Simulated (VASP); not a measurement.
# InSe in VASP: notebook

One slab, InSe, is run at these levels: PBE+D3(BJ); tasks: single point.

The COD entry that gives the cell may itself be a prediction, so a difference from it is no test against experiment.

Everything below comes from runs of VASP 6.6.1. Logs are shortened: lines on timing, memory, paths and dates and some standing lists are left out, and cuts for length are marked.

**1. Starting point**

The cell holds a slab with vacuum, 4 atoms: a = 4.094 Å, b = 4.094 Å, c = 36.721 Å, α = 90.00°, β = 90.00°, γ = 120.00°.

**2. Single point, PBE+D3(BJ)**

Contents of INCAR:

```
SYSTEM = InSe
PREC = Accurate
ENCUT = 520
EDIFF = 1E-6
ISMEAR = 0
SIGMA = 0.02
LREAL = .FALSE.
LASPH = .TRUE.
NELM = 100
ALGO = Fast
ISIF = 2
LWAVE = .FALSE.
LCHARG = .TRUE.
LDIPOL = .TRUE.
IDIPOL = 3
DIPOL = 0.5 0.5 0.500
GGA = PE
IVDW = 12
LELF = .TRUE.
LVHAR = .TRUE.
LVACPOTAV = .TRUE.
NBANDS = 27
```

Contents of KPOINTS:

```
regular mesh
0
G
  9 9 1
  0 0 0
```

Contents of POSCAR:

```
InSe
1.0
    4.0940000000      0.0000000000      0.0000000000
   -2.0470000000      3.5455080031      0.0000000000
    0.0000000000      0.0000000000     36.7211901288
Se In
2 2
Direct
    0.0000000000      0.0000000000      0.4218840838
    0.0000000000      0.0000000000      0.5780881714
    0.6666666667      0.3333333333      0.4594599339
    0.6666666667      0.3333333333      0.5405123784
```

Potentials or basis: VASP PAW PBE potentials, release 64 (Se, In_d).

On the command line:

```
$ cat potpaw_PBE.64/Se/POTCAR potpaw_PBE.64/In_d/POTCAR > POTCAR
$ mpirun -np 1 vasp_std > vasp.out
```

OUTCAR:

```text
SYSTEM = InSe
   PREC = Accurate
   ENCUT = 520
   EDIFF = 1E-6
   ISMEAR = 0
   LREAL = .FALSE.
   LASPH = .TRUE.
   NELM = 100
   ISIF = 2
   GGA = PE
   IVDW = 12
 IVDW          = 12

 ion  position               nearest neighbor table
   1  0.000  0.000  0.422-   3 2.74   3 2.74   3 2.74
   2  0.000  0.000  0.578-   4 2.74   4 2.74   4 2.74
   3  0.667  0.333  0.459-   1 2.74   1 2.74   1 2.74   4 2.98
   4  0.667  0.333  0.541-   2 2.74   2 2.74   2 2.74   3 2.98

  LATTYP: Found a hexagonal cell.
 ALAT       =     4.0940000000
 C/A-ratio  =     8.9695139543

  Lattice vectors:

 A1 = (   4.0940000000,   0.0000000000,   0.0000000000)
 A2 = (  -2.0470000000,   3.5455080031,   0.0000000000)
 A3 = (   0.0000000000,   0.0000000000,  36.7211901288)

Analysis of symmetry for initial positions (statically):
=====================================================================
 Subroutine PRICEL returns:
 Original cell was already a primitive cell.

 Routine SETGRP: Setting up the symmetry group for a
 hexagonal supercell.

 Subroutine GETGRP returns: Found 12 space group operations
 (whereof  6 operations were pure point group operations)
 out of a pool of 24 trial point group operations.

The static configuration has the point symmetry C_3v.
 The point group associated with its full space group is D_3h.

Analysis of symmetry for dynamics (positions and initial velocities):
=====================================================================
 Subroutine PRICEL returns:
 Original cell was already a primitive cell.

 Routine SETGRP: Setting up the symmetry group for a
 hexagonal supercell.

 Subroutine GETGRP returns: Found 12 space group operations
 (whereof  6 operations were pure point group operations)
 out of a pool of 24 trial point group operations.

The dynamic configuration has the point symmetry C_3v.
 The point group associated with its full space group is D_3h.

 Subroutine INISYM returns: Found 12 space group operations
 (whereof  6 operations are pure point group operations),
 and found     1 'primitive' translations

----------------------------------------------------------------------------------------

                                     Primitive cell

  volume of cell :     533.0194

  direct lattice vectors                    reciprocal lattice vectors
     4.094000000  0.000000000  0.000000000     0.244259893  0.141023515  0.000000000
    -2.047000000  3.545508003  0.000000000     0.000000000  0.282047029  0.000000000
     0.000000000  0.000000000 36.721190129     0.000000000  0.000000000  0.027232233

  length of vectors
     4.094000000  4.094000000 36.721190129     0.282047029  0.282047029  0.027232233

  position of ions in fractional coordinates (direct lattice)
     0.000000000  0.000000000  0.421884084
     0.000000000  0.000000000  0.578088171
     0.666666667  0.333333333  0.459459934
     0.666666667  0.333333333  0.540512378

  ion indices of the primitive-cell ions
   primitive index   ion index
                 1           1
                 2           2
                 3           3
                 4           4

----------------------------------------------------------------------------------------

 KPOINTS: regular mesh

Automatic generation of k-mesh.
 Grid dimensions read from file:
 generate k-points for:    9    9    1

 Generating k-lattice:

  Cartesian coordinates                     Fractional coordinates (reciprocal lattice)
     0.027139988  0.015669279  0.000000000     0.111111111 -0.000000000  0.000000000
     0.000000000  0.031338559  0.000000000     0.000000000  0.111111111  0.000000000
     0.000000000  0.000000000  0.027232233     0.000000000  0.000000000  1.000000000

  Length of vectors
     0.031338559  0.031338559  0.027232233

  Shift w.r.t. Gamma in fractional coordinates (k-lattice)
     0.000000000  0.000000000  0.000000000

 Subroutine IBZKPT returns following result:
 ===========================================

 Found     12 irreducible k-points:

 Following reciprocal coordinates:
            Coordinates               Weight
  0.000000  0.000000  0.000000      1.000000
  0.111111 -0.000000  0.000000      6.000000
  0.222222  0.000000  0.000000      6.000000
  0.333333 -0.000000  0.000000      6.000000
  0.444444  0.000000  0.000000      6.000000
  0.111111  0.111111  0.000000      6.000000
  0.222222  0.111111  0.000000     12.000000
  0.333333  0.111111  0.000000     12.000000
  0.444444  0.111111  0.000000      6.000000
  0.222222  0.222222  0.000000      6.000000
  0.333333  0.222222  0.000000     12.000000
  0.333333  0.333333  0.000000      2.000000
   k-points           NKPTS =     12   k-points in BZ     NKDIM =     12   number of bands    NBANDS=     27
   number of dos      NEDOS =    301   number of ions     NIONS =      4
   total plane-waves  NPLWV = 252000
   dimension x,y,z NGX =    30 NGY =   30 NGZ =  280
   dimension x,y,z NGXF=    60 NGYF=   60 NGZF=  560
   ions per type =               2   2
   NGX,Y,Z   is equivalent  to a cutoff of  12.18, 12.18, 12.68 a.u.
   NGXF,Y,Z  is equivalent  to a cutoff of  24.36, 24.36, 25.35 a.u.
 SYSTEM =  InSe
   PREC   = accura    normal or accurate (medium, high low for compatibility)
   ISTART =      0    job   : 0-new  1-cont  2-samecut
   ICHARG =      2    charge: 1-file 2-atom 10-const
   ISPIN  =      1    spin polarized calculation?
   LNONCOLLINEAR =      F non collinear calculations
   LSORBIT =      F    spin-orbit coupling
   LASPH  =      T    aspherical Exc in radial PAW
   ENCUT  =  520.0 eV  38.22 Ry    6.18 a.u.   7.61  7.61 68.28*2*pi/ulx,y,z
   NELM   =    100;   NELMIN=  2; NELMDL= -5     # of ELM steps
   EDIFF  = 0.1E-05   stopping-criterion for ELM
   LREAL  =      F    real-space projection
   EDIFFG = 0.1E-04   stopping-criterion for IOM
   NSW    =      0    number of steps for IOM
   IBRION =     -1    ionic relax: 0-MD 1-quasi-New 2-CG
   NFREE  =      0    steps in history (QN), initial steepest desc. (CG)
   ISIF   =      2    stress and relaxation
   ISYM   =      2    0-nonsym 1-usesym 2-fastsym
   POTIM  = 0.5000    time-step for ionic-motion
   TEBEG  =    0.0;   TEEND  =   0.0 temperature during run
   PSTRESS=    0.0 pullay stress
   NELECT =      38.0000    total number of electrons
   NUPDOWN=      -1.0000    fix difference up-down
   EMIN   =  10.00;   EMAX   =-10.00  energy-range for DOS
   EFERMI =   0.00;   METHOD = LEGACY
   ISMEAR =     0;   SIGMA  =   0.02  broadening in eV -4-tet -1-fermi 0-gaus
   EFERMI_NEDOS =   21; number of points for ismear=-14 and -15
   IALGO  =     68    algorithm
   IMIX   =      4    mixing-type and parameters
     AMIX     =   0.40;   BMIX     =  1.00
     AMIX_MAG =   1.60;   BMIX_MAG =  1.00
  volume/ion in A,a.u.               =     133.25       899.25
  Fermi-wavevector in a.u.,A,eV,Ry     =   0.678821  1.282785  6.269529  0.460797
  Thomas-Fermi vector in A             =   1.756837
   LORBIT       =      0    0 simple, 1 ext, 2 COOP (PROOUT), +10 PAW based schemes
   GGA     = PE    functional components
   LHFCALC =     F    Hartree Fock is set to
   AEXX    =    0.0000 exact exchange contribution
   IVDW    =    12    specifies the selected vdW correction
   LEPSILON=     F    determine dielectric tensor
   LRPA    =     F    only Hartree local field effects (RPA)
 non-spin polarized calculation
 RMM-DIIS sequential band-by-band and
 Gauss-broadening in eV      SIGMA  =   0.02
  energy-cutoff  :      520.00
  volume of cell :      533.02
 maximum number of plane-waves:     14471
   NGX = 15   NGY = 15   NGZ =137

 dipolmoment           0.000000      0.000000      0.000000 electrons x Angstroem

 number of electron      38.0000015 magnetization

 dipolmoment           0.000000      0.000000     -0.000012 electrons x Angstroem

 Free energy of the ion-electron system (eV)
  ---------------------------------------------------
  ext. energy  EPLUGINS =         0.00000000
  ---------------------------------------------------
  free energy    TOTEN  =       -14.10051446 eV

  energy without entropy =      -14.10051446  energy(sigma->0) =      -14.10051446

 E-fermi :  -3.9361     XC(G=0):  -2.3590

 val. band max:       -4.0588483555   @ k =   0.1111   0.1111   0.0000
 cond. band min:      -2.5615005160   @ k =   0.0000   0.0000   0.0000
 fundamental gap:      1.4973478395
 Fermi energy:        -3.9361229749

 k-point     1 :       0.0000    0.0000    0.0000
  band No.  band energies     occupation
      1     -17.8196      2.00000
      2     -17.7205      2.00000
      3     -17.7205      2.00000
      4     -17.6803      2.00000
      5     -17.6803      2.00000
      6     -17.6586      2.00000
[... 19 lines left out ...]
     26       1.8175      0.00000
     27       2.1498      0.00000

 k-point     2 :       0.1111   -0.0000    0.0000
  band No.  band energies     occupation
      1     -17.8200      2.00000
      2     -17.7456      2.00000
      3     -17.7172      2.00000
      4     -17.7054      2.00000
      5     -17.6734      2.00000
      6     -17.6613      2.00000
[... 19 lines left out ...]
     26       1.8665      0.00000
     27       2.1186      0.00000

 k-point     3 :       0.2222    0.0000    0.0000
  band No.  band energies     occupation
      1     -17.8418      2.00000
      2     -17.7807      2.00000
      3     -17.7662      2.00000
      4     -17.7118      2.00000
      5     -17.6671      2.00000
      6     -17.6561      2.00000
[... 19 lines left out ...]
     26       2.1707      0.00000
     27       2.6915      0.00000

 k-point     4 :       0.3333   -0.0000    0.0000
  band No.  band energies     occupation
      1     -17.8950      2.00000
      2     -17.8274      2.00000
      3     -17.7822      2.00000
      4     -17.7097      2.00000
      5     -17.6730      2.00000
      6     -17.6367      2.00000
[... 19 lines left out ...]
     26       2.6732      0.00000
     27       3.0413      0.00000

 k-point     5 :       0.4444    0.0000    0.0000
  band No.  band energies     occupation
      1     -17.9300      2.00000
      2     -17.8632      2.00000
      3     -17.7789      2.00000
      4     -17.7099      2.00000
      5     -17.6764      2.00000
      6     -17.6244      2.00000
[... 19 lines left out ...]
     26       3.0605      0.00000
     27       3.2532      0.00000

 k-point     6 :       0.1111    0.1111    0.0000
  band No.  band energies     occupation
      1     -17.8303      2.00000
      2     -17.7753      2.00000
      3     -17.7476      2.00000
      4     -17.7138      2.00000
      5     -17.6646      2.00000
      6     -17.6625      2.00000
[... 19 lines left out ...]
     26       2.1273      0.00000
     27       2.2281      0.00000

 k-point     7 :       0.2222    0.1111    0.0000
  band No.  band energies     occupation
      1     -17.8738      2.00000
      2     -17.8058      2.00000
      3     -17.7838      2.00000
      4     -17.7125      2.00000
      5     -17.6687      2.00000
      6     -17.6465      2.00000
[... 19 lines left out ...]
     26       2.6471      0.00000
     27       2.8065      0.00000

 k-point     8 :       0.3333    0.1111    0.0000
  band No.  band energies     occupation
      1     -17.9171      2.00000
      2     -17.8514      2.00000
      3     -17.7799      2.00000
      4     -17.7138      2.00000
      5     -17.6717      2.00000
      6     -17.6328      2.00000
[... 19 lines left out ...]
     26       3.1148      0.00000
     27       3.1887      0.00000

 k-point     9 :       0.4444    0.1111    0.0000
  band No.  band energies     occupation
      1     -17.9336      2.00000
      2     -17.8681      2.00000
      3     -17.7777      2.00000
      4     -17.7147      2.00000
      5     -17.6728      2.00000
      6     -17.6277      2.00000
[... 19 lines left out ...]
     26       3.2718      0.00000
     27       3.5369      0.00000

 k-point    10 :       0.2222    0.2222    0.0000
  band No.  band energies     occupation
      1     -17.9087      2.00000
      2     -17.8443      2.00000
      3     -17.7806      2.00000
      4     -17.7179      2.00000
      5     -17.6667      2.00000
      6     -17.6391      2.00000
[... 19 lines left out ...]
     26       3.2796      0.00000
     27       3.5212      0.00000

 k-point    11 :       0.3333    0.2222    0.0000
  band No.  band energies     occupation
      1     -17.9299      2.00000
      2     -17.8670      2.00000
      3     -17.7769      2.00000
      4     -17.7226      2.00000
      5     -17.6635      2.00000
      6     -17.6348      2.00000
[... 19 lines left out ...]
     26       3.5151      0.00000
     27       3.6763      0.00000

 k-point    12 :       0.3333    0.3333    0.0000
  band No.  band energies     occupation
      1     -17.9336      2.00000
      2     -17.8721      2.00000
      3     -17.7755      2.00000
      4     -17.7270      2.00000
      5     -17.6551      2.00000
      6     -17.6387      2.00000
[... 19 lines left out ...]
     26       3.6512      0.00000
     27       4.1822      0.00000

------------------------ aborting loop because EDIFF is reached ----------------------------------------

 vacuum level on the upper side and lower side of the slab       (xc-potential included)        -0.176        -0.176

 Edisp (eV)   -0.82027

 E8    (eV) :    -0.3944

  FORCE on cell =-STRESS in cart. coord.  units (eV):
  Direction    XX          YY          ZZ          XY          YZ          ZX
  --------------------------------------------------------------------------------------
  -------------------------------------------------------------------------------------
  Total      -2.26720    -2.26720    -4.00053     0.00000     0.00000     0.00000
  in kB      -6.81487    -6.81487   -12.02500     0.00000     0.00000     0.00000
  external pressure =       -8.55 kB  Pullay stress =        0.00 kB

 VOLUME and BASIS-vectors are now :
 -----------------------------------------------------------------------------
  energy-cutoff  :      520.00
  volume of cell :      533.02
      direct lattice vectors                 reciprocal lattice vectors
     4.094000000  0.000000000  0.000000000     0.244259893  0.141023515  0.000000000
    -2.047000000  3.545508003  0.000000000     0.000000000  0.282047029  0.000000000
     0.000000000  0.000000000 36.721190129     0.000000000  0.000000000  0.027232233

 POSITION                                       TOTAL-FORCE (eV/Angst)
 -----------------------------------------------------------------------------------
      0.00000      0.00000     15.49209        -0.000000      0.000000      0.718048
      0.00000      0.00000     21.22809        -0.000000      0.000000     -0.718048
      2.04700      1.18184     16.87192         0.000000      0.000000     -0.048909
      2.04700      1.18184     19.84826         0.000000      0.000000      0.048909
 -----------------------------------------------------------------------------------
    total drift:                               -0.000000      0.000000     -0.001543

  FREE ENERGIE OF THE ION-ELECTRON SYSTEM (eV)
  ---------------------------------------------------
  free  energy   TOTEN  =       -14.9207819734 eV

  energy  without entropy=      -14.9207819734  energy(sigma->0) =      -14.92078197

 vacuum level on the upper side and lower side of the slab         2.061         2.061
```

It took 4.2 min on 1 thread of Intel Xeon 6975P-C (Granite Rapids), shared host; peak memory 0.62 GiB.

Results:

```
Free energy                            : -14.9208 eV
Largest force                          : 0.718 eV/Å
Band gap on the k mesh                 : 1.50 eV, indirect (least direct gap 1.56 eV)
Dispersion energy per atom             : -0.205 eV
Ionisation potential of the upper face : 6.12 eV
```

Forces in eV/Å, atoms in the order of the input:
```
Se   0.000  0.000  0.718
Se   0.000  0.000 -0.718
In   0.000  0.000 -0.049
In   0.000  0.000  0.049
```

Caveat: spin-orbit coupling is left out, which moves the levels of the heavy elements.

**3. Single point, PBE+D3(BJ)**

This run uses another cell than the first one, of 142.12 Å³/atom, 1.067 times its volume.

Contents of INCAR:

```
PREC = Accurate
ENCUT = 520
EDIFF = 1E-6
ISMEAR = 0
SIGMA = 0.02
LREAL = False
LASPH = True
NELM = 100
ALGO = Fast
ISIF = 2
LWAVE = False
LCHARG = False
LDIPOL = True
IDIPOL = 3
DIPOL = 0.5 0.5 0.500
GGA = PE
IVDW = 12
NBANDS = 27
```

Contents of KPOINTS:

```
regular mesh
0
Gamma
  9 9 1
```

Contents of POSCAR:

```
InSe
1.0
    4.2280000000      0.0000000000      0.0000000000
   -2.1140000000      3.6615554072      0.0000000000
    0.0000000000      0.0000000000     36.7211901288
Se In
2 2
Direct
    0.0000000000      0.0000000000      0.4250702551
    0.0000000000      0.0000000000      0.5749020002
    0.6666666667      0.3333333333      0.4611131992
    0.6666666667      0.3333333333      0.5388591109
```

Potentials or basis: VASP PAW PBE potentials, release 64 (Se, In_d).

On the command line:

```
$ cat potpaw_PBE.64/Se/POTCAR potpaw_PBE.64/In_d/POTCAR > POTCAR
$ mpirun -np 1 vasp_std > vasp.out
```

Run time: 3.1 min. Hardware: 1 thread of Intel Xeon 6975P-C (Granite Rapids), shared host; peak memory 0.68 GiB.

It converged, with:

```
Free energy                : -14.8542 eV
Largest force              : 0.715 eV/Å
Band gap on the k mesh     : 1.13 eV, indirect (least direct gap 1.18 eV)
Dispersion energy per atom : -0.196 eV
```

Forces on the atoms (eV/Å):
```
Se   0.000  0.000  0.715
Se   0.000  0.000 -0.715
In   0.000  0.000 -0.490
In   0.000  0.000  0.490
```

Levels at points of the mesh, in eV from the valence-band top:
| k point | band 15 | band 16 | band 17 | band 18 | band 19 | band 20 | band 21 | band 22 | band 23 | band 24 |
| --- | --- | --- | --- | --- | --- | --- | --- | --- | --- | --- |
| (0.00, 0.00, 0.00) | -0.56 | -0.56 | -0.49 | -0.49 | -0.05 | 1.13 | 2.40 | 4.58 | 4.58 | 5.52 |

Caveat: spin-orbit coupling is left out, which moves the levels of the heavy elements.
